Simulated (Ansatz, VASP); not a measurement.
**PbO2: VASP and Ansatz over several settings**

```
CELL_PARAMETERS angstrom
0.00000 2.70199 2.70199
2.70199 0.00000 2.70199
2.70199 2.70199 0.00000
ATOMIC_POSITIONS crystal
Pb 0.00000 0.00000 0.00000
O 0.75000 0.75000 0.75000
O 0.25000 0.25000 0.25000
```

The cell comes from a database or a generator and needn't be the stable form of this composition.

Single points on this cell with VASP 6.6.1 and Ansatz 0.2.0. Each row is one pair of runs. Alike in all rows: spin: off.

```tsv
level	k mesh	smearing	VASP's potentials, cutoff	Ansatz's potentials, cutoff	gap on the k mesh at the Fermi level (eV), VASP	gap on the k mesh at the Fermi level (eV), Ansatz	pressure (GPa), VASP	pressure (GPa), Ansatz
r2SCAN	9 × 9 × 9	fermi-dirac, width 0.05 eV	VASP PAW PBE potentials, release 64 (Pb_d, O), 520 eV	Ansatz PAW, 500 eV	none	none	-5.7	-6.7
LDA	9 × 9 × 9	fermi-dirac, width 0.05 eV	VASP PAW LDA potentials, release 64 (Pb_d, O), 520 eV	Ansatz PAW, 420 eV	none	none	-9.8	-10.0
r2SCAN	5 × 5 × 5	fermi-dirac, width 0.05 eV	VASP PAW PBE potentials, release 64 (Pb_d, O), 520 eV	Ansatz PAW, 500 eV	?	none	?	-7.0
PBE	9 × 9 × 9	gaussian, width 0.026 eV	VASP PAW PBE potentials, release 64 (Pb_d, O), 520 eV	Ansatz PAW, 420 eV	none	none	0.6	0.4
PBE	9 × 9 × 9	gaussian, width 0.028 eV	VASP PAW PBE potentials, release 64 (Pb_d, O), 520 eV	Ansatz PAW, 420 eV	none	none	0.6	0.4
```

Q: Fill in what VASP gave in row 3.

A: gap on the k mesh at the Fermi level (eV): none; pressure (GPa): -6.1.

A gap of «none» marks a metal or a gap that the smearing closes.

Caveats: the PAW data sets were made with another functional, which shifts forces and pressure a little (VASP); the k mesh is coarse (spacing up to 0.40 Å⁻¹), so the values aren't converged (VASP); the PAW data sets come from PBE, with cores solved anew for the run's functional, which leaves a small shift of forces and pressure (Ansatz); the pressure holds a Pulay correction of +0.8 GPa for the finite cutoff (Ansatz); the k mesh is coarse (spacing up to 0.40 Å⁻¹), so the values aren't converged, least of all with exact exchange (Ansatz); the pressure holds a Pulay correction of +0.6 GPa for the finite cutoff (Ansatz).
